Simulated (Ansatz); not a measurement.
Formulas on structure types

Computed with DFT r2SCAN, scalar-relativistic, plane waves, PAW (Ansatz 0.2.0). Settings: cutoff 500 eV, Γ-centred meshes no coarser than 0.19 Å⁻¹ for metals and 0.3 Å⁻¹ for insulators (2π included), Gaussian smearing.

Each formula was placed on the sites of the named type and relaxed at zero pressure without lowering the symmetry. No run is spin-polarised. The smearing is 0.1 eV for metals and 0.01 to 0.02 eV otherwise. Energies over the elements count from the elements' standard structures at the same level (Cl₂ as a molecule), with no empirical corrections.

For metals, differences of a few meV/atom aren't resolved. No dispersion correction is applied, so the spacing between layers, chains or molecules is poorly fixed, and with it the volume and density (Cl I4/mmm). Spin–orbit coupling is left out.

```tsv
formula	started on type	final group	a or a / b (Å)	c (Å)	V (Å³/atom)	E over elements (eV/atom)	gap on mesh (eV)
Ta	beta-tin	I4_1/amd	5.26	2.80	19.3	0.78	0.00
Ta	grey arsenic (A7)	Fm-3m	4.21	4.21	18.6	0.24	0.00
Cl	fcc	Fm-3m	4.36	4.36	20.7	0.85	0.00
Cl	samarium (9R)	R-3m	3.62	17.53	22.1	0.68	0.00
CoSi	rock salt	Fm-3m	4.63	4.63	12.4	0.31	0.00
Cl	indium (bct)	I4/mmm	2.61	6.92	23.5	0.32	0.00
```